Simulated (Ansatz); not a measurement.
The system is Ag.

```
Ag
1.0
     0.00000    2.04275    2.04275
     2.04275    0.00000    2.04275
     2.04275    2.04275    0.00000
Ag
1
Direct
  0.00000 0.00000 0.00000
```

Base run:

```yaml
Program: Ansatz 0.2.0
Functional: PBEsol
Potentials_or_basis: all-electron LAPW, inner shells corrected to Dirac's equation
Cutoff: 240 eV (chosen from the basis error)
Basis_error_allowed: 0.001 eV/atom
k_mesh: 11 × 11 × 11
Occupations: fermi-dirac, width 0.05 eV
Spin: no spin polarisation
```

Its results: pressure -2.9 GPa.

**Question.** The run is repeated on the same cell with these changes: potentials or basis from all-electron LAPW, inner shells corrected to Dirac's equation to all-electron LAPW, non-relativistic. What comes out?

**Answer.** Pressure 4.5 GPa.

Caveats: relativity is left out, which matters for the heavier elements (some runs).
